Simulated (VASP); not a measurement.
GaAs in VASP 6.6.1, single-point calculation

INCAR

```
PREC = Accurate
LWAVE = .FALSE.
ISMEAR = -1
ISIF = 2
NELM = 120
NBANDS = 16
LCHARG = .FALSE.
ENCUT = 520
EDIFF = 1E-7
SIGMA = 0.02
GGA = PE
NSW = 0
LREAL = Auto
IBRION = -1
LASPH = .TRUE.
```

KPOINTS

```
KPOINTS created by Atomic Simulation Environment
0
Gamma
8 8 8
0 0 0
```

POSCAR

```
Ga As
 1.0000000000000000
     0.0000000000000000    2.8755813722000001    2.8755813722000001
     2.8755813722000001    0.0000000000000000    2.8755813722000001
     2.8755813722000001    2.8755813722000001    0.0000000000000000
 Ga  As
   1   1
Cartesian
  0.0000000000000000  0.0000000000000000  0.0000000000000000
  1.4377906860999998  1.4377906860999998  1.4377906860999998
```

The recommended PBE PAW datasets give the neutral cell 18 valence electrons.

Command

```
mpirun -np 1 vasp_std
```

Q: Predict the outcome of this run.

A: It converged. Results: gap between bands v and c on the k mesh 0.14 eV; least direct gap on the k mesh 0.14 eV; pressure -0.1 GPa. Band v is the last that the valence electrons fill when counted band by band, and c is the next.

OSZICAR

```
N       E                     dE             d eps       ncg     rms          rms(c)
DAV:   1     0.832397912889E+02    0.83240E+02   -0.88705E+03   960   0.151E+03
DAV:   2    -0.169502008695E+01   -0.84935E+02   -0.80834E+02  1064   0.315E+02
DAV:   3    -0.832046482668E+01   -0.66254E+01   -0.66087E+01  1128   0.672E+01
DAV:   4    -0.842142350768E+01   -0.10096E+00   -0.10095E+00  1136   0.912E+00
DAV:   5    -0.842284397241E+01   -0.14205E-02   -0.14204E-02  1136   0.999E-01    0.275E+00
DAV:   6    -0.828773922040E+01    0.13510E+00   -0.21105E-01  1392   0.751E+00    0.165E+00
DAV:   7    -0.827098672611E+01    0.16752E-01   -0.57623E-02  1160   0.166E+00    0.555E-01
DAV:   8    -0.827188709448E+01   -0.90037E-03   -0.98160E-03  1120   0.110E+00    0.938E-02
DAV:   9    -0.827229152845E+01   -0.40443E-03   -0.93307E-04  1152   0.378E-01    0.528E-02
DAV:  10    -0.827235932696E+01   -0.67799E-04   -0.68894E-05  1256   0.759E-02    0.286E-02
DAV:  11    -0.827241356693E+01   -0.54240E-04   -0.78151E-05  1040   0.648E-02    0.373E-03
DAV:  12    -0.827241388774E+01   -0.32081E-06   -0.12800E-06  1192   0.147E-02    0.155E-03
DAV:  13    -0.827241430727E+01   -0.41953E-06   -0.57596E-07  1120   0.550E-03    0.627E-04
DAV:  14    -0.827241430283E+01    0.44361E-08   -0.11818E-08   920   0.116E-03
   1 F= -.82724143E+01 E0= -.82723966E+01  d E =-.354956E-04
```

Standard output (part)

```
POSCAR found type information on POSCAR GaAs
 POSCAR found :  2 types and       2 ions
|     You have a (more or less) 'small supercell' and for smaller cells       |
|     it is recommended to use the reciprocal-space projection scheme!        |
|     The real-space optimization is not efficient for small cells and it     |
|     is also less accurate ...                                               |
|     Therefore, set LREAL=.FALSE. in the INCAR file.                         |
 LDA part: xc-table for (Slater+PW92), standard interpolation
 POSCAR, INCAR and KPOINTS ok, starting setup
 WAVECAR not read
 entering main loop
```

For comparison, a separate PBE run of the intended cell, on usual settings and not on those above, gives a gap of 0.14 eV on its mesh and a pressure of 0.0 GPa.
